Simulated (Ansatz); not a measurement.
# MgSi (P4/mmm) in Ansatz: further runs

The runs below take MgSi through band structure, single point, equation of state, with LDA.

Everything below comes from runs of Ansatz 0.2.0. Logs are shortened: lines on timing, memory, paths and dates and some standing lists are left out, and cuts for length are marked.

## Step 1: Starting point

It takes space group P4/mmm (No. 123, tetragonal). The conventional cell has a = 2.908 Å, b = 2.908 Å, c = 4.103 Å, α = 90.00°, β = 90.00°, γ = 90.00°. Si (site symmetry 4/mmm) has 8 Mg at 2.90 Å and 4 Si at 2.91 Å as nearest neighbours. Mg (site symmetry 4/mmm) has 8 Si at 2.90 Å and 4 Mg at 2.91 Å as nearest neighbours.

The cell comes from a database or a generator and needn't be the stable form of this composition.

## Step 2: Band structure, LDA

The input, input.yaml:

```yaml
crystal:
  lattice:
    - [2.908394, 0.0, 0.0]
    - [0.0, 2.908394, 0.0]
    - [0.0, 0.0, 4.103427]
  atoms:
    - { symbol: Si, position: [0.5, 0.5, 0.5] }
    - { symbol: Mg, position: [0.0, 0.0, 0.0] }
hamiltonian:
  xc: lda
  pseudopotentials: { kind: paw }
kpoints:
  mp_grid: { grid: [9, 9, 7] }
  band_path:
    path:
      - [[0.0, 0.0, 0.0], [0.0, 0.5, 0.0], [0.5, 0.5, 0.0], [0.0, 0.0, 0.0], [0.0, 0.0, 0.5], [0.0, 0.5, 0.5], [0.5, 0.5, 0.5], [0.0, 0.0, 0.5]]
      - [[0.0, 0.5, 0.0], [0.0, 0.5, 0.5]]
      - [[0.5, 0.5, 0.0], [0.5, 0.5, 0.5]]
    npoints: 14
scf:
  occupations: { method: fermi_dirac, width: 0.05 }
  n_extra_bands: 6
output:
  forces: true
  stress: true
  eigenvalues: true
  fatbands: true
  write_density: true
  write_potential: true
  elf: true
  volumetric_format: npy
```

Potentials or basis: Ansatz PAW.

On the command line:

```sh
ansatz run input.yaml --threads 2 --pin off --max-ram 5632MiB --backend cpu --events-out ev --progress --plain --runs-dir out
```

The log of the run:

```text
Warning: RAYON_NUM_THREADS=2 ignored (pool sized by the plan → 2); use --threads N
scf.n_extra_bands = 6 over 7 filled bands (N_el = 14.0): the run solves 13 bands
Engine: ansatz 0.2.0, aarch64-unknown-linux-gnu
Pseudopotentials: kind: paw
Pseudopotential: Si, paw, valence charge 4, recommended cutoff 420 eV (normal), Si.paw.azcp
Pseudopotential: Mg, paw, valence charge 10, recommended cutoff 420 eV (normal), Mg.paw.azcp
Functional definition: SPW92
  exchange = slater_x
  correlation = pw_c
Crystal: 2 atoms, lattice volume = 34.710 Å³
Basis set: ecut = 420 eV, 673 PW (Γ)
Bands: 13, of which v1, the nominal top of the filled ones, is band 7 counted from 1 (6 counted from 0)
Symmetry: 16 space group operations
Space group: P4/mmm (ITA 123), of the structure as read, at distance tolerance 3.3e-5 Å
k-points: 60 of 567
Non-local potential: Si, projectors of the file, l = 0: 2, l = 1: 2, l = 2: 2
Non-local potential: Mg, projectors of the file, l = 0: 3, l = 1: 2, l = 2: 1
PAW form: soft (Blöchl's): semilocal exchange-correlation on the pseudo side does not see the compensation charge
PAW frozen core: Si, regenerated for the run's functional, and the local potential with it (the file was generated under x = pbe(κ = 0.804, μ = 0.2195149727645171), c = pbe(β = 0.06672455060314922))
PAW frozen core: Mg, regenerated for the run's functional, and the local potential with it (the file was generated under x = pbe(κ = 0.804, μ = 0.2195149727645171), c = pbe(β = 0.06672455060314922))
PAW one-centre angular grid: Si, 110 points (default); XC on 64 Gauss nodes
PAW one-centre angular grid: Mg, 110 points (default); XC on 64 Gauss nodes
Initial density: superposition of atomic densities (neutral atoms: chi_scale 0, normalization atom), corrected by the library's trained network
Initial wavefunctions: pseudopotential atomic-orbital guess
Functional: x = slater, c = lda
SCF iter   1: F=—  HF=-2510.104835 eV  |F-HF|=—  |Δ(HF+E_count)|=         —  Δρ=6.43e-3  dr2=7.39e-3  ethr=1.77e-3  ⟨swp⟩=5.7  Hψ=4766  notcnv=0  defer=1
preconditioner: auto → none  [metal: Δε(μ)=0.049 eV  Ē_g=10.705 eV  σ=0.050 eV  W_gap=0.24  n_scr=6 (ndim 8)  ℏωp=15.4 eV  f_vac=0.000  D(μ)=0.85/eV (n_scr^D=2)  sad-step TF]
SCF iter   2: F=—  HF=-2510.100784 eV  |F-HF|=—  |Δ(HF+E_count)|=   4.05e-3  Δρ=3.37e-3  dr2=2.88e-3  ethr=5.28e-5  ⟨swp⟩=2.8  Hψ=1667  notcnv=0  defer=41
SCF iter   3: F=—  HF=-2510.099990 eV  |F-HF|=—  |Δ(HF+E_count)|=   7.94e-4  Δρ=8.18e-4  dr2=4.59e-4  ethr=2.06e-5  ⟨swp⟩=2.5  Hψ=1101  notcnv=0  defer=41
SCF iter   4: F=—  HF=-2510.099845 eV  |F-HF|=—  |Δ(HF+E_count)|=   1.45e-4  Δρ=1.92e-4  dr2=2.68e-5  ethr=3.28e-6  ⟨swp⟩=2.0  Hψ=821  notcnv=0  defer=41
SCF iter   5: F=—  HF=-2510.099840 eV  |F-HF|=—  |Δ(HF+E_count)|=   4.46e-6  Δρ=4.73e-5  dr2=5.28e-7  ethr=1.91e-7  ⟨swp⟩=2.1  Hψ=848  notcnv=0  defer=41
SCF iter   6: F=-2510.099840 eV  HF=-2510.099840 eV  |F-HF|=2.47e-9  |Δ(HF+E_count)|=   4.63e-8  Δρ=9.28e-6  dr2=1.73e-8  ethr=7.14e-10  ⟨swp⟩=11.3  Hψ=4793  notcnv=0
SCF 1 converged in 6 iterations: F = -2510.099840 eV  dr2 = 1.73e-8
NSCF: frozen V_eff on 129 k-points
SCF converged after 6 iterations
Free energy (F): -2510.099840 eV
Harris-Foulkes:  -2510.099840 eV  (|F-HF|=2.47e-9)
Internal energy: -2510.092617 eV  (E = F + TS)
E sigma→0 (E₀):  -2510.096228 eV
Entropy (-TS):   -0.007224 eV (-3.612 meV/atom)
Fermi energy:    8.044461 eV
--- Per-component energies (eV) ---
  E_band       = -321.755497
  E_kinetic    = 115.890471
  E_local      = -1655.578885  (includes V_loc(G=0)·N_el)
  E_nonlocal   = 123.032857
  E_hartree    = 605.392108
  E_xc         = -83.907208
  E_vxc        = -84.934405  (∫ρ·V_xc dr)
  E_paw        = -756.787927  (= ΣΔE_a)
  E_vpaw       = -30.950899  (= ΣTr[D̂ρ^β])
  E_aug_tail   = 0.000002  (compensation charges beyond the density's cutoff)
  E_ewald      = -858.368845
  E_core_change = 0.234810  (= ΣΔE_core)
  E_smearing   = -0.007224  (= −TS)
  E_closure    = -0.000000  (closes the sum)
  Σ components = -2510.099840   (vs F -2510.099840, Δ=0.00e0)
--- Forces (eV/Å), atoms counted from 1 ---
  atom   1  Si     0.00000000     0.00000000     0.00000000
  atom   2  Mg     0.00000000    -0.00000000     0.00000000
  max |Σ_I F_I| component: 1.23e-32 eV/Å
--- Stress (GPa, compression-positive) ---
       -1.097570       0.000000       0.000000
        0.000000      -1.097570       0.000000
        0.000000       0.000000      -7.448459
  P = ⅓ Tr σ = -3.2145 GPa (-32.145 kbar)
--- Band table (eV; the first three rows and the last of 60) ---
  k-point 0: bands = ["-67.3406", "-34.7557", "-34.7537", "-34.7537", "-3.0532", "5.3648", "7.1481", "12.4747", "12.4747", "13.6354", "16.4148", "20.5854", "20.5854"]
  k-point 1: bands = ["-67.3406", "-34.7559", "-34.7537", "-34.7537", "-2.9134", "3.9532", "8.9000", "12.5520", "12.5520", "13.7952", "16.5521", "19.5592", "19.5592"]
  k-point 2: bands = ["-67.3406", "-34.7563", "-34.7537", "-34.7537", "-2.5333", "2.3073", "11.5945", "12.7458", "12.7458", "14.2536", "16.9224", "18.3167", "18.3167"]
  k-point 59: bands = ["-67.3332", "-34.7953", "-34.7952", "-34.7469", "3.8369", "5.9437", "6.3853", "7.1011", "9.5946", "9.8616", "10.0095", "13.8376", "20.1846"]
```

Wall time 1.9 s (2 threads of Arm Neoverse V1, shared host); peak memory 0.28 GiB.

Results:

* Free energy: -2510.0998 eV
* Pressure: -3.2 GPa
* Band gap on the k mesh: none (metal or under the smearing width)

Levels at the corners of the path, in eV from the Fermi level:
| point | band 5 | band 6 | band 7 | band 8 | band 9 | band 10 |
| --- | --- | --- | --- | --- | --- | --- |
| Γ | -11.10 | -2.68 | -0.90 | 4.43 | 4.43 | 5.59 |
| X | -7.76 | -5.72 | 0.01 | 2.59 | 3.01 | 4.14 |
| M | -4.30 | -2.92 | -2.92 | 0.53 | 2.84 | 5.71 |
| Γ | -11.10 | -2.68 | -0.90 | 4.43 | 4.43 | 5.59 |
| Z | -10.07 | -6.98 | 4.91 | 4.91 | 6.96 | 7.61 |
| R | -6.90 | -4.72 | -3.65 | -1.50 | 7.13 | 9.83 |
| A | -3.33 | -2.15 | -2.15 | -0.47 | 1.32 | 1.32 |
| Z | -10.07 | -6.98 | 4.91 | 4.91 | 6.96 | 7.61 |
| X | -7.76 | -5.72 | 0.01 | 2.59 | 3.01 | 4.14 |
| R | -6.90 | -4.72 | -3.65 | -1.50 | 7.13 | 9.83 |
| M | -4.30 | -2.92 | -2.92 | 0.53 | 2.84 | 5.71 |
| A | -3.33 | -2.15 | -2.15 | -0.47 | 1.32 | 1.32 |

Caveat: the PAW data sets come from PBE, with cores solved anew for the run's functional, which leaves a small shift of forces and pressure.

## Step 3: Single point, LDA, 16.31 Å³/atom (volume scaled by 0.94)

The input, input.yaml:

```yaml
crystal:
  lattice:
    - [2.8490223611, 0.0, 0.0]
    - [0.0, 2.8490223611, 0.0]
    - [0.0, 0.0, 4.0196600873]
  atoms:
    - { symbol: Si, position: [0.5, 0.5, 0.5] }
    - { symbol: Mg, position: [0.0, 0.0, 0.0] }
hamiltonian:
  xc: lda
  pseudopotentials: { kind: paw }
kpoints:
  mp_grid: { grid: [9, 9, 7] }
scf:
  occupations: { method: fermi_dirac, width: 0.05 }
output:
  forces: true
  stress: true
  eigenvalues: true
```

Potentials or basis: Ansatz PAW.

On the command line:

```sh
ansatz run input.yaml --threads 2 --pin off --max-ram 5632MiB --backend cpu --events-out ev --progress --plain --runs-dir out
```

It took 0.74 s on 2 threads of Arm Neoverse V1, shared host; peak memory 0.24 GiB.

Results (log left out):

```yaml
Free_energy: -2510.1175 eV
Pressure: 0.7 GPa
Band_gap_on_the_k_mesh: none (metal or under the smearing width)
```

Caveat: the PAW data sets come from PBE, with cores solved anew for the run's functional, which leaves a small shift of forces and pressure.

## Step 4: Single point, LDA, 16.66 Å³/atom (volume scaled by 0.96)

Changes to input.yaml since step 3:

```diff
@@ -2,5 +2,5 @@
   lattice:
-    - [2.8490223611, 0.0, 0.0]
-    - [0.0, 2.8490223611, 0.0]
-    - [0.0, 0.0, 4.0196600873]
+    - [2.8690865599, 0.0, 0.0]
+    - [0.0, 2.8690865599, 0.0]
+    - [0.0, 0.0, 4.0479684854]
   atoms:
@@ -19 +19,5 @@
   eigenvalues: true
+  write_density: true
+  write_potential: true
+  elf: true
+  volumetric_format: npy
```

On the command line:

```sh
ansatz run input.yaml --threads 2 --pin off --max-ram 5632MiB --backend cpu --events-out ev --progress --plain --runs-dir out
```

Wall time 0.99 s (2 threads of Arm Neoverse V1, shared host); peak memory 0.26 GiB.

Results (log left out):

| Item | Value |
| --- | --- |
| Free energy | -2510.1174 eV |
| Pressure | -0.7 GPa |
| Band gap on the k mesh | none (metal or under the smearing width) |

Caveat: the PAW data sets come from PBE, with cores solved anew for the run's functional, which leaves a small shift of forces and pressure.

## Step 5: Single point, LDA, 17.01 Å³/atom (volume scaled by 0.98)

The input, input.yaml:

```yaml
crystal:
  lattice:
    - [2.888873989, 0.0, 0.0]
    - [0.0, 2.888873989, 0.0]
    - [0.0, 0.0, 4.0758863917]
  atoms:
    - { symbol: Si, position: [0.5, 0.5, 0.5] }
    - { symbol: Mg, position: [0.0, 0.0, 0.0] }
hamiltonian:
  xc: lda
  pseudopotentials: { kind: paw }
kpoints:
  mp_grid: { grid: [9, 9, 7] }
scf:
  occupations: { method: fermi_dirac, width: 0.05 }
output:
  forces: true
  stress: true
  eigenvalues: true
```

On the command line:

```sh
ansatz run input.yaml --threads 2 --pin off --max-ram 5632MiB --backend cpu --events-out ev --progress --plain --runs-dir out
```

It took 0.76 s on 2 threads of Arm Neoverse V1, shared host; peak memory 0.25 GiB.

Results (log left out):

```
Free energy            : -2510.1113 eV
Pressure               : -2.0 GPa
Band gap on the k mesh : none (metal or under the smearing width)
```

Caveat: the PAW data sets come from PBE, with cores solved anew for the run's functional, which leaves a small shift of forces and pressure.

## Step 6: Single point, LDA, 17.35 Å³/atom

Changes to input.yaml since step 5:

```diff
@@ -2,5 +2,5 @@
   lattice:
-    - [2.888873989, 0.0, 0.0]
-    - [0.0, 2.888873989, 0.0]
-    - [0.0, 0.0, 4.0758863917]
+    - [2.908394, 0.0, 0.0]
+    - [0.0, 2.908394, 0.0]
+    - [0.0, 0.0, 4.103427]
   atoms:
```

Potentials or basis: Ansatz PAW.

On the command line:

```sh
ansatz run input.yaml --threads 2 --pin off --max-ram 5632MiB --backend cpu --events-out ev --progress --plain --runs-dir out
```

Run time: 0.75 s. Hardware: 2 threads of Arm Neoverse V1, shared host; peak memory 0.26 GiB.

The run converged. Its results:

- Free energy: -2510.0998 eV
- Pressure: -3.2 GPa
- Band gap on the k mesh: none (metal or under the smearing width)

Caveat: the PAW data sets come from PBE, with cores solved anew for the run's functional, which leaves a small shift of forces and pressure.

## Step 7: Single point, LDA, 17.70 Å³/atom (volume scaled by 1.02)

Changes to input.yaml since step 6:

```diff
@@ -2,5 +2,5 @@
   lattice:
-    - [2.908394, 0.0, 0.0]
-    - [0.0, 2.908394, 0.0]
-    - [0.0, 0.0, 4.103427]
+    - [2.9276554487, 0.0, 0.0]
+    - [0.0, 2.9276554487, 0.0]
+    - [0.0, 0.0, 4.1306028052]
   atoms:
```

On the command line:

```sh
ansatz run input.yaml --threads 2 --pin off --max-ram 5632MiB --backend cpu --events-out ev --progress --plain --runs-dir out
```

It took 0.77 s on 2 threads of Arm Neoverse V1, shared host; peak memory 0.25 GiB.

The run converged. Its results:

| Quantity | Value |
| --- | --- |
| Free energy | -2510.0836 eV |
| Pressure | -4.3 GPa |
| Band gap on the k mesh | none (metal or under the smearing width) |

Caveat: the PAW data sets come from PBE, with cores solved anew for the run's functional, which leaves a small shift of forces and pressure.

## Step 8: Single point, LDA, 18.05 Å³/atom (volume scaled by 1.04)

Changes to input.yaml since step 7:

```diff
@@ -2,5 +2,5 @@
   lattice:
-    - [2.9276554487, 0.0, 0.0]
-    - [0.0, 2.9276554487, 0.0]
-    - [0.0, 0.0, 4.1306028052]
+    - [2.9466667311, 0.0, 0.0]
+    - [0.0, 2.9466667311, 0.0]
+    - [0.0, 0.0, 4.1574256529]
   atoms:
```

On the command line:

```sh
ansatz run input.yaml --threads 2 --pin off --max-ram 5632MiB --backend cpu --events-out ev --progress --plain --runs-dir out
```

Wall time 0.78 s (2 threads of Arm Neoverse V1, shared host); peak memory 0.25 GiB.

Results (log left out):

```
Free energy            : -2510.0630 eV
Pressure               : -5.2 GPa
Band gap on the k mesh : none (metal or under the smearing width)
```

Caveat: the PAW data sets come from PBE, with cores solved anew for the run's functional, which leaves a small shift of forces and pressure.

## Step 9: Single point, LDA, 18.40 Å³/atom (volume scaled by 1.06)

Changes to input.yaml since step 8:

```diff
@@ -2,5 +2,5 @@
   lattice:
-    - [2.9466667311, 0.0, 0.0]
-    - [0.0, 2.9466667311, 0.0]
-    - [0.0, 0.0, 4.1574256529]
+    - [2.9654358151, 0.0, 0.0]
+    - [0.0, 2.9654358151, 0.0]
+    - [0.0, 0.0, 4.1839067851]
   atoms:
```

Potentials or basis: Ansatz PAW.

On the command line:

```sh
ansatz run input.yaml --threads 2 --pin off --max-ram 5632MiB --backend cpu --events-out ev --progress --plain --runs-dir out
```

Wall time 0.78 s (2 threads of Arm Neoverse V1, shared host); peak memory 0.26 GiB.

It converged, with:

```yaml
Free_energy: -2510.0387 eV
Pressure: -6.0 GPa
Band_gap_on_the_k_mesh: none (metal or under the smearing width)
```

Caveat: the PAW data sets come from PBE, with cores solved anew for the run's functional, which leaves a small shift of forces and pressure.

## Step 10: Equation of state, LDA

This step only gathers the single runs of the series.

What came out:

| Property | Result |
| --- | --- |
| Equilibrium volume | 16.48 Å³/atom |
| Bulk modulus at fixed shape and positions | 69 GPa |
| Pressure derivative of the bulk modulus | 4.2 |

Energy against volume, from the lowest point:
```tsv
volume (Å³/atom)	energy (meV/atom)
16.314	0.00
16.661	0.08
17.008	3.12
17.355	8.84
17.702	16.97
18.049	27.24
18.396	39.44
```

Caveat: the cell was scaled at fixed shape and fractional positions, which overstates the stiffness of a crystal with free parameters, most of all of layers and chains.
